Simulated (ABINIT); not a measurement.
**WC (Qusongite): band structure with revPBE**

The system is WC (Qusongite).

```
CELL_PARAMETERS angstrom
2.90650 0.00000 0.00000
-1.45325 2.51710 0.00000
0.00000 0.00000 2.83660
ATOMIC_POSITIONS crystal
W 0.00000 0.00000 0.00000
C 0.66667 0.33333 0.50000
```

* Program: ABINIT 10.8.3 (patched build)
* Task: band structure
* Functional: revPBE
* Potentials or basis: JTH PAW PBE v2.0
* Cutoff: 517 eV
* k mesh: 10 × 10 × 9
* Occupations: fermi-dirac, width 0.05 eV
* Spin: spin-orbit coupling, no magnetisation
* Fine-grid cutoff: 1034.03 eV
* Exchange and correlation inside the PAW spheres: full angular mesh (pawxcdev 0, this build's default; the released program takes 1)

```yaml
Pressure: 10.1 GPa
Band_gap_on_the_k_mesh: none (metal or under the smearing width)
Valence_electrons_inside_the_program's_atomic_spheres: W 11.87; C 2.48
```

Levels at the corners of the path, in eV from the Fermi level:
```csv
point,band 14,band 15,band 16,band 17,band 18,band 19,band 20,band 21,band 22,band 23
Γ,-3.53,-3.22,-3.22,0.07,0.07,3.00,3.00,3.40,3.40,5.55
M,-3.68,-3.60,-3.60,-0.48,-0.48,2.30,2.30,4.34,4.34,5.00
K,-4.30,-3.56,-3.42,0.36,0.70,0.73,1.18,2.02,2.10,2.92
Γ,-3.53,-3.22,-3.22,0.07,0.07,3.00,3.00,3.40,3.40,5.55
A,-2.14,-2.01,-2.01,-0.88,-0.88,-0.31,-0.31,3.57,3.57,4.50
L,-4.36,-4.23,-4.23,0.28,0.28,4.35,4.35,5.19,5.19,6.70
H,-5.23,-1.79,-1.58,-0.73,-0.51,4.26,4.34,6.26,6.52,7.25
A,-2.14,-2.01,-2.01,-0.88,-0.88,-0.31,-0.31,3.57,3.57,4.50
```

It took 3.5 min on 1 thread of Arm Neoverse V1 (shared host), peak memory 0.18 GiB.

Caveat: the PAW data sets were made with another functional, which shifts forces and pressure a little.
